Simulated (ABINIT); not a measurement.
Runs of ABINIT 10.8.3 (patched build) on PbF2 (Fluorocronite). It takes space group Fm-3m (No. 225, cubic). Conventional cell: a = 5.927 Å, b = 5.927 Å, c = 5.927 Å, α = 90.00°, β = 90.00°, γ = 90.00°. Pb (site symmetry m-3m) is surrounded by 8 F at 2.57 Å. F (site symmetry -43m) is surrounded by 4 Pb at 2.57 Å. 

```tsv
task	level	potentials or basis	k mesh	cutoff (eV)	fine-grid cutoff	gap on the mesh (eV)	pressure (GPa)
band structure	RPBE	JTH PAW PBE v2.0	8 × 8 × 8	626	1224.51 eV	4.55	5.7
single point	PBE	JTH PAW PBE v2.0	6 × 6 × 6	626	1224.51 eV	4.44	2.5
band structure	PBEsol	JTH PAW PBE v2.0 sp	8 × 8 × 8	626	1224.51 eV	4.27	(a)
single point	PBE	JTH PAW PBE v2.0	5 × 5 × 5	626	1224.51 eV	(b)	2.5
```

Alike in all rows: no spin polarisation; cell as given; smearing fermi-dirac 0.05 eV.

Estimate the missing entries.

(a) -2.2; (b) 4.53.

Caveats: spin-orbit coupling is left out, which as a rule narrows the gap of such compounds by several tenths of an eV; the PAW data sets were made with another functional, which shifts forces and pressure a little (some runs); this set keeps more shells in the core, which shifts pressures and gaps (some runs); an odd mesh through Γ misses points on the zone boundary, where band edges often lie (some runs).

A k mesh can miss the band edges, and the runs leave out spin-orbit coupling on Pb.

The runs don't all hold the same shells in valence.
